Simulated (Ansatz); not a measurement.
Runs of Ansatz 0.2.0 on Sn. The structure is cubic, space group Fd-3m (No. 227). Conventional cell: a = 6.467 Å, b = 6.467 Å, c = 6.467 Å, α = 90.00°, β = 90.00°, γ = 90.00°. Sn (site symmetry -43m) is surrounded by 4 Sn at 2.80 Å. This isn't the form of Sn at room conditions, which is tetragonal (white tin).

| task | level | spin | k mesh | cutoff (eV) | points for each segment of the path | q mesh | gap on the mesh (eV) | V0 of scaled cells (Å³/atom) | B0 (GPa) |
| --- | --- | --- | --- | --- | --- | --- | --- | --- | --- |
| equation of state | r2SCAN | off | 7 × 7 × 7 | 500 | - | - | - | 35.41 | 43 |
| band structure | PBEsol | SOC, no magnetisation | 7 × 7 × 7 | 420 | 14 | - | none | - | - |
| equation of state | LDA | off | 7 × 7 × 7 | 420 | - | - | - | (a) | 44 |
| phonons | PBEsol | off | 6 × 6 × 6 | 420 | 8 | 2 × 2 × 2 | none | - | - |

Alike in all rows: potentials or basis Ansatz PAW; cell as given; smearing fermi-dirac 0.05 eV.

Fill in the values left out.

(a) 33.93.

Caveats: the PAW data sets come from PBE, with cores solved anew for the run's functional, which leaves a small shift of forces and pressure (some runs); the PAW data sets were made with another functional, which shifts forces and pressure a little (some runs).

A k mesh can miss the band edges, and rows without SOC leave out spin-orbit coupling on Sn.

A gap of «none» marks a metal or a gap under the smearing width.

Runs at the PBE level aren't shown here.
